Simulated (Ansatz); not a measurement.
Crystal: MgS.

```xyz
2
Lattice="0.0000 2.8331 2.8331 2.8331 0.0000 2.8331 2.8331 2.8331 0.0000" Properties=species:S:1:pos:R:3 pbc="T T T"
S     1.4166    1.4166    1.4166
Mg    0.0000    0.0000    0.0000
```

The cell comes from a database or a generator and needn't be the stable form of this composition.

| Item | Value |
| --- | --- |
| Program | Ansatz 0.2.0 |
| Task | relaxation of cell and atoms |
| Functional | RPBE |
| Potentials or basis | all-electron LAPW, scalar-relativistic |
| Basis error allowed | 0.001 eV/atom |
| k mesh | 8 × 8 × 8 |
| Occupations | fermi-dirac, width 0.05 eV |
| Spin | no spin polarisation |

At the start: volume 22.74 Å³/atom.

Question: Where does the relaxation end?

Answer: Over 5 steps the energy falls by 8.5 meV/atom and the volume is 23.82 Å³/atom (+4.7 %); space group F-43m (No. 216, to 0.05 Å).

The path:
```
step  energy change (eV)  largest force (eV/Å)  volume (Å³)
   1              0.0000                0.0000        45.48
   2             -0.0153                0.0000        46.93
   3             -0.0170                0.0000        47.59
   4             -0.0170                0.0000        47.64
   5             -0.0170                0.0000        47.64
```

Final structure:
```xyz
2
Lattice="0.0000 2.8772 2.8772 2.8772 0.0000 2.8772 2.8772 2.8772 0.0000" Properties=species:S:1:pos:R:3 pbc="T T T"
S     1.4386    1.4386    1.4386
Mg    0.0000    0.0000    0.0000
```
